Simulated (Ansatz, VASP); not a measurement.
**Bi: VASP beside Ansatz**

The input INCAR:

```
SYSTEM = Bi
PREC     = Accurate       ! precision mode
ENCUT    = 520            ! plane-wave cutoff, eV
EDIFF    = 1E-6           ! SCF threshold, eV
ISMEAR   = -1             ! smearing method
SIGMA    = 0.05           ! smearing width, eV
LREAL    = .FALSE.        ! projectors in reciprocal space
LASPH    = .TRUE.         ! aspherical terms in the spheres
NELM     = 60             ! most SCF steps
ALGO     = Normal         ! electronic algorithm
ISIF     = 2              ! what is computed and relaxed
LWAVE    = .FALSE.        ! write WAVECAR
LCHARG   = .FALSE.        ! write CHGCAR
GGA      = PS             ! functional
NBANDS   = 22             ! bands
```

Contents of KPOINTS:

```
regular mesh
0
G
  7 7 7
  0 0 0
```

Contents of POSCAR:

```
Bi
1.0
    2.2675000000      1.3091417354      3.9380000000
   -2.2675000000      1.3091417354      3.9380000000
    0.0000000000     -2.6182834708      3.9380000000
Bi
2
Direct
    0.7660000000      0.7660000000      0.7660000000
    0.2340000000      0.2340000000      0.2340000000
```

File input.yaml:

```yaml
crystal:
  lattice:
    - [2.2675, 1.3091417354, 3.938]
    - [-2.2675, 1.3091417354, 3.938]
    - [0.0, -2.6182834708, 3.938]
  atoms:
    - { symbol: Bi, position: [0.766, 0.766, 0.766] }
    - { symbol: Bi, position: [0.234, 0.234, 0.234] }
hamiltonian:
  xc: pbesol
  pseudopotentials: { kind: paw }
kpoints:
  mp_grid: { grid: [7, 7, 7] }
scf:
  occupations: { method: fermi_dirac, width: 0.05 }
output:
  forces: true
  stress: true
  eigenvalues: true
  write_density: true
  write_potential: true
  elf: true
  volumetric_format: npy
```

Alike in both runs: task single point; functional PBEsol; k mesh 7 × 7 × 7; occupations fermi-dirac, width 0.05 eV; no spin polarisation.

```csv
,VASP,Ansatz
version,VASP 6.6.1,Ansatz 0.2.0
potentials or method,"VASP PAW PBE potentials, release 64 (Bi_d)",Ansatz PAW
plane-wave cutoff (eV),520,420
valence electrons in the cell,30,30
```

```csv
,VASP,Ansatz,Ansatz less VASP
gap on the k mesh at the Fermi level (eV),0.26,0.26,-0.002
least direct gap on the mesh (eV),0.52,0.52,+0.001
pressure (GPa),-0.4,-0.4,+0.06
largest component of the traceless stress (GPa),0.13,0.13,0.000
rms of the force components (eV/Å),0.078,0.075,-0.0034
```

Atom by atom the forces differ by 0.003 eV/Å (rms over components). The functional is the same, so the differences come from potentials, cutoffs and numerics.

Caveats: spin-orbit coupling is left out, which as a rule narrows the gap of such compounds by several tenths of an eV; the PAW data sets were made with another functional, which shifts forces and pressure a little (VASP); an odd mesh through Γ misses points on the zone boundary, where band edges often lie (VASP); odd divisions of the mesh miss points on the zone boundary, where band edges often lie, so the gap on the mesh can be too wide (Ansatz); the PAW data sets come from PBE, with cores solved anew for the run's functional, which leaves a small shift of forces and pressure (Ansatz).
